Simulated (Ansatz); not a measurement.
# C (P6_3/mmc) in Ansatz: further runs

One crystal, C, is run at these levels: BLYP+D3(BJ), PBEsol+D4; tasks: relaxation of cell and atoms.

The COD entry that gives the cell may itself be a prediction, so a difference from it is no test against experiment.

Program: Ansatz 0.2.0. These are calculated values, not measurements. Logs are shortened: lines on timing, memory, paths and dates and some standing lists are left out, and cuts for length are marked.

## Step 1: The structure

The structure is hexagonal, space group P6_3/mmc (No. 194). Conventional cell: a = 2.522 Å, b = 2.522 Å, c = 8.237 Å, α = 90.00°, β = 90.00°, γ = 120.00°. Around C (site symmetry 3m) lie 4 C at 1.54 Å. C (site symmetry 3m) has 4 C at 1.54 Å as nearest neighbours.

This is a hexagonal form of diamond, not graphite.

## Step 2: Relaxation of cell and atoms, BLYP+D3(BJ)

input.yaml

```yaml
crystal:
  lattice:
    - [2.5221, 0.0, 0.0]
    - [-1.26105, 2.1842026709, 0.0]
    - [0.0, 0.0, 8.2371]
  atoms:
    - { symbol: C, position: [0.6666666667, 0.3333333333, 0.84375] }
    - { symbol: C, position: [0.3333333333, 0.6666666667, 0.34375] }
    - { symbol: C, position: [0.6666666667, 0.3333333333, 0.65625] }
    - { symbol: C, position: [0.3333333333, 0.6666666667, 0.15625] }
    - { symbol: C, position: [0.0, 0.0, 0.90625] }
    - { symbol: C, position: [0.0, 0.0, 0.40625] }
    - { symbol: C, position: [0.0, 0.0, 0.59375] }
    - { symbol: C, position: [0.0, 0.0, 0.09375] }
hamiltonian:
  xc: blyp
  pseudopotentials: { kind: paw }
  dispersion: d3bj
kpoints:
  mp_grid: { grid: [12, 12, 4] }
scf:
  occupations: { method: fermi_dirac, width: 0.05 }
output:
  forces: true
  stress: true
relax:
  f_tol: 0.01
  max_steps: 40
  cell: { stress_tol: 0.05 }
```

Potentials or basis: Ansatz PAW.

The run is started by

```
ansatz run input.yaml --threads 4 --pin off --max-ram 11264MiB --backend cpu --events-out ev --progress --plain --runs-dir out
```

The log of the run:

```text
Warning: RAYON_NUM_THREADS=4 ignored (pool sized by the plan → 4); use --threads N
Engine: ansatz 0.2.0, x86_64-unknown-linux-gnu
Pseudopotentials: kind: paw
Pseudopotential: C, paw, valence charge 4, recommended cutoff 420 eV (normal), C.paw.azcp
Functional definition: BLYP
  parameter beta = 0.0042
  parameter a = 0.04918
  parameter b = 0.132
  parameter c = 0.2533
  parameter d = 0.349
  exchange = b88_x(beta = beta)
  correlation = lyp_c(a = a, b = b, c = c, d = d)
Crystal: 8 atoms, lattice volume = 45.376 Å³
Basis set: ecut = 420 eV, 909 PW (Γ), exchange–correlation on 36×36×120 points (8 copies of the dense FFT grid, shifted against one another)
Bands: 24, of which v1, the nominal top of the filled ones, is band 16 counted from 1 (15 counted from 0)
Symmetry: 24 space group operations
Space group: P63/mmc (ITA 194), of the structure as read, at distance tolerance 3.6e-5 Å
k-points: 57 of 576
Non-local potential: C, projectors of the file, l = 0: 2, l = 1: 2, l = 2: 1
PAW form: soft (Blöchl's): semilocal exchange-correlation on the pseudo side does not see the compensation charge
PAW frozen core: C, regenerated for the run's functional, and the local potential with it (the file was generated under x = pbe(κ = 0.804, μ = 0.2195149727645171), c = pbe(β = 0.06672455060314922))
PAW one-centre angular grid: C, 110 points (default); XC on 64 Gauss nodes
Initial density: superposition of atomic densities (neutral atoms: chi_scale 0, normalization atom), corrected by the library's trained network
Initial wavefunctions: pseudopotential atomic-orbital guess
Functional: x = b88, c = lyp
SCF iter   1: F=—  HF=-2014.809291 eV  |F-HF|=—  |Δ(HF+E_count)|=         —  Δρ=1.73e-2  dr2=9.37e-2  ethr=1.77e-3  ⟨swp⟩=6.0  Hψ=6541  notcnv=0  defer=14
preconditioner: auto → none  [insulator: Δε(μ)=4.859 eV  Ē_g=17.089 eV  σ=0.050 eV  W_gap=1.00  n_scr=6 (ndim 8)  ℏωp=31.2 eV  f_vac=0.000  D(μ)=0.00/eV (n_scr^D=0)  ε∞_Penn≈4.3]
SCF iter   2: F=—  HF=-2014.771508 eV  |F-HF|=—  |Δ(HF+E_count)|=   3.78e-2  Δρ=6.32e-3  dr2=1.23e-2  ethr=2.93e-4  ⟨swp⟩=3.0  Hψ=3037  notcnv=0  defer=132
SCF iter   3: F=—  HF=-2014.766085 eV  |F-HF|=—  |Δ(HF+E_count)|=   5.42e-3  Δρ=3.50e-4  dr2=9.62e-5  ethr=3.85e-5  ⟨swp⟩=2.1  Hψ=2439  notcnv=0  defer=132
SCF iter   4: F=—  HF=-2014.766068 eV  |F-HF|=—  |Δ(HF+E_count)|=   1.67e-5  Δρ=1.46e-4  dr2=1.86e-6  ethr=3.01e-7  ⟨swp⟩=2.0  Hψ=1884  notcnv=0  defer=132
iter 5 did not close the SCF: its close was put off for the readings that it lacked (scf_convergence_deferred on its scf_iter line)
SCF iter   5: F=-2014.766073 eV  HF=-2014.766073 eV  |F-HF|=5.56e-8  |Δ(HF+E_count)|=   4.79e-6  Δρ=1.66e-5  dr2=2.82e-8  ethr=5.83e-9  ⟨swp⟩=2.0  Hψ=2114  notcnv=0  defer=132
SCF iter   6: F=-2014.766073 eV  HF=-2014.766073 eV  |F-HF|=9.82e-11  |Δ(HF+E_count)|=   6.01e-8  Δρ=9.81e-7  dr2=1.08e-10  ethr=8.82e-11  ⟨swp⟩=2.2  Hψ=4238  notcnv=0
SCF 1 converged in 6 iterations: F = -2014.766073 eV  dr2 = 1.08e-10
relax step   1: F+E_penalty+E_count = -2014.76607274 eV  Δ(F+E_penalty+E_count) = +0.000e0 eV  max|allowed force component| = 3.380e-1 eV/Å  Δτ_max = 0.0000 Å  P = +1.234 GPa  Ω = 45.376 Å³  (6 SCF iters, dr2 threshold 1.00e-7 eV, accepted)
Crystal: 8 atoms, lattice volume = 45.446 Å³
Basis set: ecut = 420 eV, 885 PW (Γ), exchange–correlation on 36×36×120 points (8 copies of the dense FFT grid, shifted against one another)
[... 79 lines left out ...]
iter 7 did not close the SCF: its close was put off for the readings that it lacked (scf_convergence_deferred on its scf_iter line)
SCF iter   7: F=-2014.785940 eV  HF=-2014.785940 eV  |F-HF|=8.64e-12  |Δ(HF+E_count)|=  1.66e-11  Δρ=1.33e-7  dr2=2.39e-12  ethr=1.00e-12  ⟨swp⟩=1.0  Hψ=1368  notcnv=0
SCF iter   8: F=-2014.785940 eV  HF=-2014.785940 eV  |F-HF|=3.87e-12  |Δ(HF+E_count)|=  5.68e-12  Δρ=8.58e-8  dr2=9.88e-13  ethr=1.00e-12  ⟨swp⟩=2.0  Hψ=3854  notcnv=0
SCF 7 converged in 8 iterations: F = -2014.785940 eV  dr2 = 9.88e-13
relax step   7: F+E_penalty+E_count = -2014.78593975 eV  Δ(F+E_penalty+E_count) = -4.547e-13 eV  max|allowed force component| = 4.073e-4 eV/Å  Δτ_max = 0.0000 Å  P = +0.008 GPa  Ω = 45.498 Å³  stress off target by 1.21e-2 GPa  SCF on the basis re-selected at this cell (its energy is not comparable with the rows above)  (8 SCF iters)
basis re-selected at this cell: Δ(F+E_penalty+E_count) = -4.547e-13 eV, ΔP = +0.000 GPa vs the last step (what re-selecting the basis moved, of the pressure what is left beyond the Pulay correction that the steps carried, after the strain that the cell walked since its last selection, with what the two solves' SCF thresholds leave and, on support functions, any second-order correction that the steps lacked; it is no measure of the basis error at this ecutwfc). This SCF's stress stands 1.21e-2 GPa from its target on what of the cell is left free (relax.cell.stress_tol is 5.00e-2 GPa) and its largest allowed force component is 4.07e-4 eV/Å (relax.f_tol is 1.00e-2 eV/Å): within both
SCF converged after 8 iterations
Free energy (F): -2014.785940 eV
Harris-Foulkes:  -2014.785940 eV  (|F-HF|=3.87e-12)
Internal energy: -2014.785940 eV  (E = F + TS)
E sigma→0 (E₀):  -2014.785940 eV
Fermi energy:    16.069754 eV
--- Per-component energies (eV) ---
  E_band       = 151.756854
  E_kinetic    = 744.078316
  E_local      = -508.554405  (includes V_loc(G=0)·N_el)
  E_nonlocal   = 220.726182
  E_hartree    = 112.617642
  E_xc         = -381.675442
  E_vxc        = -472.770225  (∫ρ·V_xc dr)
  E_paw        = -809.497028  (= ΣΔE_a)
  E_vpaw       = -56.958361  (= ΣTr[D̂ρ^β])
  E_aug_tail   = 0.000076  (compensation charges beyond the density's cutoff)
  E_ewald      = -1389.550964
  E_disp       = -2.943551  (pairwise vdW)
  E_core_change = 0.013235  (= ΣΔE_core)
  E_smearing   = -0.000000  (= −TS)
  E_closure    = 0.000000  (closes the sum)
  Σ components = -2014.785940   (vs F -2014.785940, Δ=0.00e0)
--- Forces (eV/Å), atoms counted from 1 ---
  atom   1  C      0.00000000    -0.00000000     0.00040731
  atom   2  C     -0.00000000     0.00000000     0.00040731
  atom   3  C      0.00000000    -0.00000000    -0.00040731
  atom   4  C      0.00000000     0.00000000    -0.00040731
  atom   5  C     -0.00000000     0.00000000     0.00012500
  atom   6  C      0.00000000    -0.00000000     0.00012500
  atom   7  C     -0.00000000     0.00000000    -0.00012500
  atom   8  C      0.00000000    -0.00000000    -0.00012500
  max |Σ_I F_I| component: 3.70e-17 eV/Å
--- Stress (GPa, compression-positive) ---
        0.012105      -0.000000       0.000000
       -0.000000       0.012105       0.000000
        0.000000       0.000000      -0.000252
  P = ⅓ Tr σ = 0.0080 GPa (0.080 kbar)
--- Relaxed structure (5 steps of the walk, 5 accepted, 2 SCFs on fresh bases) ---
  F+E_penalty+E_count = -2014.78593975 eV   max|allowed force component| = 4.073e-4 eV/Å   (the final SCF, on the basis selected at the relaxed cell)
  cell:  # Å, volume = 45.4978 Å³
    - [2.5160363848255907, -1.063937933202575e-36, 0.0]
    - [-1.2580181924127953, 2.1789514261049208, 0.0]
    - [0.0, 0.0, 8.2989994596894]
  atoms:
    - { symbol: C, position: [0.6666666666666666, 0.3333333333333333, 0.8444833683617584] }
    - { symbol: C, position: [0.33333333333333326, 0.6666666666666666, 0.34448336836175836] }
    - { symbol: C, position: [0.6666666666666666, 0.3333333333333333, 0.6555166316382415] }
    - { symbol: C, position: [0.33333333333333326, 0.6666666666666666, 0.15551663163824156] }
    - { symbol: C, position: [4.4300679725115175e-34, 1.407821662643936e-33, 0.9070281597233353] }
    - { symbol: C, position: [-1.1806267968532846e-33, -1.788537421355997e-33, 0.4070281597233354] }
    - { symbol: C, position: [1.7937955954880496e-33, 2.098529142864611e-33, 0.5929718402766645] }
    - { symbol: C, position: [-6.643344272804881e-34, -1.977747183224958e-33, 0.0929718402766646] }
```

It took 4.2 s on 4 threads of Intel Xeon 6975P-C (Granite Rapids), shared host; peak memory 0.4 GiB.

Results:

```yaml
Free_energy: -2014.7859 eV
Relaxed_volume: 5.69 Å³/atom
Relaxed_cell: a = 2.516 Å, b = 2.516 Å, c = 8.299 Å, α = 90.00°, β = 90.00°, γ = 120.00°
Space_group_after_relaxing_to_0.05_Å: P6_3/mmc (No. 194)
Energy_gained_by_relaxing: 2.5 meV/atom
Ionic_steps: 7
Pressure_after_relaxing: 0.0 GPa
Band_gap_on_the_k_mesh: 4.88 eV
```

The path:
```
step  energy change (eV)  largest force (eV/Å)  volume (Å³)
   1              0.0000                0.3380        45.38
   2             -0.0130                0.3789        45.45
   3             -0.0174                0.2043        45.47
   4             -0.0187                0.0024        45.50
   5             -0.0199                0.0041        45.50
   6             -0.0199                0.0004        45.50
   7             -0.0199                0.0004        45.50
```

Final structure:
```xyz
8
Lattice="2.5160 0.0000 0.0000 -1.2580 2.1790 0.0000 0.0000 0.0000 8.2990" Properties=species:S:1:pos:R:3 pbc="T T T"
C     1.2580    0.7263    7.0084
C     0.0000    1.4526    2.8589
C     1.2580    0.7263    5.4401
C     0.0000    1.4526    1.2906
C     0.0000    0.0000    7.5274
C     0.0000    0.0000    3.3779
C     0.0000    0.0000    4.9211
C     0.0000    0.0000    0.7716
```

Caveat: the plane-wave basis is chosen anew once the cell has moved, so the energies of steps on either side of that aren't comparable; the pressure holds a Pulay correction of +1.2 GPa for the finite cutoff; the PAW data sets come from PBE, with cores solved anew for the run's functional, which leaves a small shift of forces and pressure. Expect the measured gap to be larger: semilocal functionals such as BLYP lack the derivative discontinuity.

## Step 3: Relaxation of cell and atoms, PBEsol+D4

input.yaml, as its differences from that of step 2:

```diff
@@ -15,5 +15,5 @@
 hamiltonian:
-  xc: blyp
+  xc: pbesol
   pseudopotentials: { kind: paw }
-  dispersion: d3bj
+  dispersion: d4
 kpoints:
```

Potentials or basis: Ansatz PAW.

The run is started by

```
ansatz run input.yaml --threads 4 --pin off --max-ram 11264MiB --backend cpu --events-out ev --progress --plain --runs-dir out
```

The log of the run:

```text
Warning: RAYON_NUM_THREADS=4 ignored (pool sized by the plan → 4); use --threads N
[... 3 set-up lines as earlier in the session ...]
Functional definition: PBEsol
  exchange = pbesol_x
  correlation = pbesol_c
Crystal: 8 atoms, lattice volume = 45.376 Å³
Basis set: ecut = 420 eV, 909 PW (Γ), exchange–correlation on 36×36×120 points (8 copies of the dense FFT grid, shifted against one another)
Bands: 24, of which v1, the nominal top of the filled ones, is band 16 counted from 1 (15 counted from 0)
[... 2 set-up lines as earlier in the session ...]
k-points: 57 of 576
[... 4 set-up lines as earlier in the session ...]
[... 142 lines left out ...]
  atom   4  C     -0.00000000     0.00000000    -0.00015305
  atom   5  C      0.00000000     0.00000000     0.00034463
  atom   6  C      0.00000000    -0.00000000     0.00034463
  atom   7  C      0.00000000     0.00000000    -0.00034463
  atom   8  C     -0.00000000    -0.00000000    -0.00034463
  max |Σ_I F_I| component: 1.30e-16 eV/Å
--- Stress (GPa, compression-positive) ---
       -0.003829      -0.000000       0.000000
        0.000000      -0.003829       0.000000
        0.000000       0.000000      -0.004419
  P = ⅓ Tr σ = -0.0040 GPa (-0.040 kbar)
--- Relaxed structure (6 steps of the walk, 6 accepted, 2 SCFs on fresh bases) ---
  F+E_penalty+E_count = -1974.23903845 eV   max|allowed force component| = 3.446e-4 eV/Å   (the final SCF, on the basis selected at the relaxed cell)
  cell:  # Å, volume = 44.6211 Å³
    - [2.4996735555393124, 0.0, 0.0]
    - [-1.2498367777696562, 2.164780800265216, 0.0]
    - [0.0, 0.0, 8.245992974024476]
  atoms:
    - { symbol: C, position: [0.6666666666666667, 0.3333333333333333, 0.8444451163806724] }
    - { symbol: C, position: [0.3333333333333333, 0.6666666666666667, 0.3444451163806724] }
    - { symbol: C, position: [0.6666666666666667, 0.3333333333333333, 0.6555548836193276] }
    - { symbol: C, position: [0.3333333333333333, 0.6666666666666667, 0.1555548836193276] }
    - { symbol: C, position: [2.0438634481031605e-33, 4.3991413149219444e-33, 0.9070518630883073] }
    - { symbol: C, position: [-2.275934176876531e-33, -4.141819483132618e-33, 0.40705186308830726] }
    - { symbol: C, position: [3.253333356014817e-33, 4.42221847641203e-33, 0.5929481369116927] }
    - { symbol: C, position: [-2.7124589284140764e-33, -4.174885266760203e-33, 0.09294813691169276] }
```

Wall time 10 s (4 threads of Intel Xeon Platinum 8375C at 2.90GHz (Ice Lake), shared host); peak memory 0.39 GiB.

Results:

* Free energy: -1974.2390 eV
* Relaxed volume: 5.58 Å³/atom
* Relaxed cell: a = 2.500 Å, b = 2.500 Å, c = 8.246 Å, α = 90.00°, β = 90.00°, γ = 120.00°
* Space group after relaxing (to 0.05 Å): P6_3/mmc (No. 194)
* Energy gained by relaxing: 4.7 meV/atom
* Ionic steps: 8
* Pressure after relaxing: 0.0 GPa
* Band gap on the k mesh: 4.45 eV

Step by step:
| step | energy change (eV) | largest force (eV/Å) | volume (Å³) |
| --- | --- | --- | --- |
| 1 | 0.0000 | 0.3306 | 45.38 |
| 2 | -0.0322 | 0.3584 | 44.91 |
| 3 | -0.0405 | 0.1428 | 44.69 |
| 4 | -0.0417 | 0.0070 | 44.64 |
| 5 | -0.0417 | 0.0002 | 44.64 |
| 6 | -0.0372 | 0.0011 | 44.64 |
| 7 | -0.0373 | 0.0003 | 44.62 |
| 8 | -0.0372 | 0.0003 | 44.62 |

Final structure:
```cif
data_structure
_symmetry_space_group_name_H-M 'P 1'
_symmetry_Int_Tables_number 1
_cell_length_a 2.4997
_cell_length_b 2.4997
_cell_length_c 8.2460
_cell_angle_alpha 90.000
_cell_angle_beta 90.000
_cell_angle_gamma 120.000
_cell_volume 44.62
loop_
_atom_site_label
_atom_site_type_symbol
_atom_site_fract_x
_atom_site_fract_y
_atom_site_fract_z
_atom_site_occupancy
C1 C 0.66667 0.33333 0.84445 1
C2 C 0.33333 0.66667 0.34445 1
C3 C 0.66667 0.33333 0.65555 1
C4 C 0.33333 0.66667 0.15555 1
C5 C 0.00000 0.00000 0.90705 1
C6 C 0.00000 0.00000 0.40705 1
C7 C 0.00000 0.00000 0.59295 1
C8 C 0.00000 0.00000 0.09295 1
```

Caveat: the plane-wave basis is chosen anew once the cell has moved, so the energies of steps on either side of that aren't comparable; the pressure holds a Pulay correction of +1.0 GPa for the finite cutoff; the PAW data sets come from PBE, with cores solved anew for the run's functional, which leaves a small shift of forces and pressure.
